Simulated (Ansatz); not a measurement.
**Ti$_{3}$Al$_{5}$: pressure against volume**

Ti$_{3}$Al$_{5}$, P4/mmm, a = 3.883 Å, c = 8.297 Å. The structure is a Materials Project entry; whether it is the stable form wasn't checked. Ansatz: PBEsol, PAW, 420 eV, Γ-centred 10×10×4 mesh on 8 atoms, Gaussian smearing 0.10 eV; no spin polarisation. Shape and atoms are relaxed at each volume; pressure is positive in compression.

```
V (Å³/atom) P (GPa)
     13.763    18.88
     14.232        ?
     14.701     8.01
     15.170     3.69
     15.640    -0.03
     16.109    -3.23
     16.578    -5.98
     17.204    -9.05
```

Task: Take V0 = 15.640 Å³/atom, count pressures from its P0 = -0.03 GPa, fit the third-order Birch–Murnaghan form to the other rows, and predict the missing pressure.

Result: With the Eulerian strain f = ½[(V0/V)^(2/3) − 1] and y = (P − P0)/[3f(1 + 2f)^(5/2)], the form is the line y = B0 + 1.5 B0 (B0′ − 4) f. Rows (f, y): 0.04448, 114.5; 0.02107, 114.7; 0.01027, 114.8; -0.00975, 114.9; -0.01904, 114.8; -0.03078, 114.5. Means f = 0.002708, y = 114.70; Σ(Δf)² = 0.003889, ΣΔfΔy = -0.005567; the slope is their ratio. y = 114.7 − 1.432 f GPa, so B0 = 114.7 GPa and B0′ = 4 + 2 × (-1.432)/(3 × 114.7) = 3.99. At V = 14.232, f = 0.03246, y = 114.65 and P = 13.04 GPa. The run gave 13.04 GPa, the same to the digits shown.